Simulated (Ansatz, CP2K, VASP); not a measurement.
**SnO2: programs and potentials compared**

The starting cell:

```
Sn O
1.0
     4.73800    0.00000    0.00000
     0.00000    4.73800    0.00000
     0.00000    0.00000    3.18650
Sn O
2 4
Direct
  0.50000 0.50000 0.50000
  0.00000 0.00000 0.00000
  0.80710 0.19290 0.50000
  0.69290 0.69290 0.00000
  0.19290 0.80710 0.50000
  0.30710 0.30710 0.00000
```

Alike in all runs: task relaxation of cell and atoms; functional LDA; k mesh 6 × 6 × 8; occupations fermi-dirac, width 0.05 eV; no spin polarisation; no spin-orbit coupling. LDA stands for any of its common fits.

```json
{"program and potentials": "Ansatz, Ansatz PAW", "plane-wave cutoff (eV)": "420", "notes": "potentials made for PBE, which Ansatz adapts in part; 8.67 valence electrons an atom on average", "equilibrium volume (Å³/atom)": "11.86"}
{"program and potentials": "CP2K, GTH_POTENTIALS Sn GTH-PADE-q4, O GTH-PADE-q6; TZVP-MOLOPT-PBE-GTH basis", "plane-wave cutoff (eV)": "-", "notes": "atomic basis; 5.33 valence electrons an atom on average", "equilibrium volume (Å³/atom)": "11.72"}
{"program and potentials": "VASP, LDA PAW files O, Sn_d, 600 eV", "plane-wave cutoff (eV)": "600", "notes": "8.67 valence electrons an atom on average", "equilibrium volume (Å³/atom)": "11.90"}
```

The equilibrium volume spans 11.72 (CP2K, GTH_POTENTIALS Sn GTH-PADE-q4, O GTH-PADE-q6; TZVP-MOLOPT-PBE-GTH basis) to 11.90 Å³/atom (VASP, LDA PAW files O, Sn_d, 600 eV). Relaxations stop with a little pressure left, so the last digit of a volume isn't settled. Rows in atomic bases carry the error of their basis and grid, which can be large.

The functional is the same throughout but for its coding, so the spread measures potentials, basis and numerics; runs on potential files found faulty are left out.
